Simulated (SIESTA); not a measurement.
## MgB2: equation of state with PBEsol

Crystal: MgB2.

```
CELL_PARAMETERS angstrom
3.08500 0.00000 0.00000
-1.54250 2.67169 0.00000
0.00000 0.00000 3.52300
ATOMIC_POSITIONS crystal
Mg 0.00000 0.00000 0.00000
B 0.66667 0.33333 0.50000
B 0.33333 0.66667 0.50000
```

```
Program             : SIESTA 5.4.2
Task                : equation of state
Functional          : PBEsol
Potentials or basis : PseudoDojo 0.4 standard (PBEsol files)
Basis               : DZP (energy shift 0.003 Ry; two zetas on semicore shells)
Grid cutoff         : 800 Ry
Energy shift        : 0.003 Ry
k mesh              : 10 × 10 × 8
Occupations         : fermi-dirac, width 0.05 eV
Spin                : no spin polarisation
```

```json
{"Equilibrium volume": "9.83 Å³/atom", "Bulk modulus at fixed shape and positions": "151 GPa", "Pressure derivative of the bulk modulus": "2.7 (rough: it moves with the points fitted)"}
```

Energy against volume, from the lowest point:
| volume (Å³/atom) | energy (meV/atom) |
| --- | --- |
| 9.098 | 27.90 |
| 9.292 | 14.67 |
| 9.485 | 5.79 |
| 9.679 | 0.95 |
| 9.873 | 0.00 |
| 10.066 | 2.59 |
| 10.260 | 8.37 |

All runs of the series together: 13 min on 1 thread of Arm Neoverse V1, on a shared host.

Caveat: the fit is doubtful: noisy points or a state that changes with volume; the cell was scaled at fixed shape and fractional positions, which overstates the stiffness of a crystal with free parameters, most of all of layers and chains; the basis of atomic orbitals isn't converged, which shifts pressures, moduli and gaps.
